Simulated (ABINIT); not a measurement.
Runs of ABINIT 10.8.3 (patched build) on HgTe (Coloradoite). Symmetry: F-43m, No. 216, cubic system. The conventional cell has a = 6.429 Å, b = 6.429 Å, c = 6.429 Å, α = 90.00°, β = 90.00°, γ = 90.00°. Hg (site symmetry -43m) has 4 Te at 2.78 Å as nearest neighbours. Te (site symmetry -43m) is surrounded by 4 Hg at 2.78 Å. 

```csv
task,level,potentials or basis,cell,cutoff (eV),cell freedom (optcell),optimiser (ionmov),cutoff smearing ecutsm (Ha),force stop (Ha/bohr),gap on the mesh (eV),pressure (GPa),relaxed volume (Å³/atom)
single point,PBEsol,PseudoDojo NC SR PBEsol v0.4.1 standard,as given,925,-,-,-,-,none,(a),-
single point,LDA,PseudoDojo NC SR LDA v0.4.1 standard,as given,952,-,-,-,-,none,0.2,-
single point,LDA,PseudoDojo NC SR LDA v0.4.1 standard,cell relaxed,1088,-,-,-,-,none,0.0,-
relaxation of cell and atoms,LDA,PseudoDojo NC SR LDA v0.4.1 standard,relaxed,1088,2,2,0.5,2e-05,none,0.0,33.46
relaxation of cell and atoms,PBEsol,PseudoDojo NC SR PBEsol v0.4.1 standard,relaxed,1088,2,2,0.5,2e-05,none,0.0,34.66
single point,PBEsol,PseudoDojo NC SR PBEsol v0.4.1 standard,cell relaxed,1088,-,-,-,-,none,0.0,-
```

Alike in all rows: no spin polarisation; k mesh 5 × 5 × 5; smearing fermi-dirac 0.05 eV.

Question: Fill in the values left out.

Answer: (a) 1.7.

Caveats: the cutoff is short for stress, so the pressure is rough (some runs).

A k mesh can miss the band edges, and the runs leave out spin-orbit coupling on Hg, Te.

A gap of «none» marks a metal or a gap under the smearing width.

Runs at the PBE level aren't shown here.
